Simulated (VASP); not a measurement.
A run of VASP 6.6.1:

The input INCAR:

```
SYSTEM = WC
  PREC = Accurate
  ENCUT = 600
  EDIFF = 1E-6
  ISMEAR = -1
  SIGMA = 0.05
  LREAL = .False.
  LASPH = .True.
  NELM = 100
  ALGO = Normal
  ISIF = 3
  LWAVE = .False.
  LCHARG = .False.
  METAGGA = R2SCAN
  LMIXTAU = .True.
  IBRION = 2
  NSW = 40
  EDIFFG = -0.005
```

File KPOINTS:

```
Automatic mesh
0
Gamma
  8 8 8
  0 0 0
```

The input POSCAR:

```
WC
1.0
    0.0000000000      2.1926840000      2.1926840000
    2.1926840000      0.0000000000      2.1926840000
    2.1926840000      2.1926840000      0.0000000000
W C
1 1
Direct
    0.0000000000      0.0000000000      0.0000000000
    0.5000000000      0.5000000000      0.5000000000
```

Potentials or basis: VASP PAW PBE potentials, release 64 (W_sv, C).

The run is started by

```console
$ cat potpaw_PBE.64/W_sv/POTCAR potpaw_PBE.64/C/POTCAR > POTCAR
$ mpirun -np 1 vasp_std > vasp.out
```

Hardware: 1 thread of Intel(R) Xeon(R) Platinum 8375C CPU @ 2.90GHz (Ice Lake), with other jobs on the host.

Q: Estimate the wall time of this run.

A: Run time: 110 s on 1 thread of Intel(R) Xeon(R) Platinum 8375C CPU @ 2.90GHz (Ice Lake), on a shared host, peak memory 0.18 GiB. Counts: scf iterations 35, k points 29, ion steps 3.
